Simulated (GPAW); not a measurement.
Crystal: W.

```xyz
1
Lattice="0.0000 2.0300 2.0300 2.0300 0.0000 2.0300 2.0300 2.0300 0.0000" Properties=species:S:1:pos:R:3 pbc="T T T"
W     0.0000    0.0000    0.0000
```

This isn't the form of W at room conditions, which is bcc.

| Item | Value |
| --- | --- |
| Program | GPAW 26.7.0 |
| Task | relaxation of cell and atoms |
| Functional | r2SCAN |
| Dispersion | D4 |
| Potentials or basis | GPAW PAW data sets (gpaw-data 1.2.1) |
| Cutoff | 600 eV |
| Basis | pw |
| k mesh | 11 × 11 × 11 |
| Occupations | fermi-dirac, width 0.05 eV |
| Spin | no spin polarisation |

At the start: pressure -9.9 GPa; volume 16.73 Å³/atom.

Q: Where does the relaxation end?

A: Over 3 steps the energy falls by 19.1 meV/atom and the volume is 16.16 Å³/atom (-3.4 %); space group Fm-3m (No. 225, to 0.05 Å).

Step by step:
| step | energy change (eV) | largest force (eV/Å) | pressure (GPa) | volume (Å³) |
| --- | --- | --- | --- | --- |
| 1 | 0.0000 | 0.0000 | -9.88 | 16.73 |
| 2 | -0.0179 | 0.0000 | 2.73 | 16.01 |
| 3 | -0.0191 | 0.0000 | -0.13 | 16.16 |

Final structure:
```
CELL_PARAMETERS angstrom
0.00000 2.00648 2.00648
2.00648 0.00000 2.00648
2.00648 2.00648 0.00000
ATOMIC_POSITIONS crystal
W 0.00000 0.00000 0.00000
```

Caveat: later steps reuse the first step's grids; the PAW data sets were made with another functional, which shifts forces and pressure a little; pairwise dispersion overbinds metals, which lowers pressure and volume.
